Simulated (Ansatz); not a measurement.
All numbers below come from DFT PBE, scalar-relativistic, plane waves, PAW in Ansatz 0.2.0. All cells share a 420 eV cutoff and Γ-centred k meshes spaced at most about 0.3 Å⁻¹ (about 0.25 or finer for metals, 2π included). No spin polarisation in the final relaxations.

These are static total energies at zero pressure.

Two relaxed structures of Mg₃Zn₂O:

A.

```
Mg Zn O
1.0
     2.91998    1.68585    3.22730
    -2.91998    1.68585    3.22730
     0.00000   -3.37170    3.22730
Mg Zn O
3 2 1
Cartesian
  0.0000 -1.6859 1.6136
  -1.4600 0.8429 1.6136
  1.4600 0.8429 1.6136
  0.0000 0.0000 6.0008
  0.0000 0.0000 3.6811
  0.0000 0.0000 0.0000
```

B.

```
Mg Zn O
1.0
     2.31731   -6.01195    0.00000
     2.31731    6.01195    0.00000
     0.00000    0.00000    4.50895
Mg Zn O
3 2 1
Cartesian
  2.3173 1.8429 0.0000
  2.3173 -1.8429 0.0000
  0.0000 0.0000 2.2545
  1.1587 3.0060 2.2545
  1.1587 -3.0060 2.2545
  2.3173 0.0000 0.0000
```

**Question.** Which is lower in energy, and by how much?

**Answer.** A is lower, by 176 meV/atom. A has space group R-3m (No. 166), 15.9 Å³/atom and no gap on its mesh; B has space group Cmmm (No. 65), 20.9 Å³/atom and no gap. Counting Mg or Zn atoms around O (for each partner element, those within 1.25 times its shortest distance or 1.15 times the sum of covalent radii, where it is the nearest in units of that sum or under 1.3), A has O 6 and B has O 2. The denser one is the lower, and pressure would at first widen the difference. Both come from invented guesses. A third cell relaxed alike, in P6_3/mmc, lies 35 meV/atom below the lower of the two.

Cells relaxed within their symmetry can be saddle points.

The 176 meV/atom preference for A probably reflects mainly how oxygen is bound. In A it sits in an octahedron of six Mg, as in rock-salt MgO though with clearly longer contacts, whereas in B it has only two Mg neighbours in a linear unit, and one Mg in three has no oxygen contact at all. The short Mg–O bonds in B recover part of the lost electrostatic attraction, but evidently not enough. Closer metal packing in A may also contribute, and the total energies cannot separate the two effects.

The absence of a gap fits the composition: Mg supplies more electrons than oxygen can accept, and the surplus fills Mg–Zn s and p states. Zn accordingly bonds to metal rather than to oxygen, as pairs in A and as chains in B.

The ranking holds only between these two cells, since the P6_3/mmc cell shows that A is not the ground state. Nor does it show that the compound would resist separating into MgO and Mg–Zn metal, the natural competitor given magnesium's stronger affinity for oxygen.
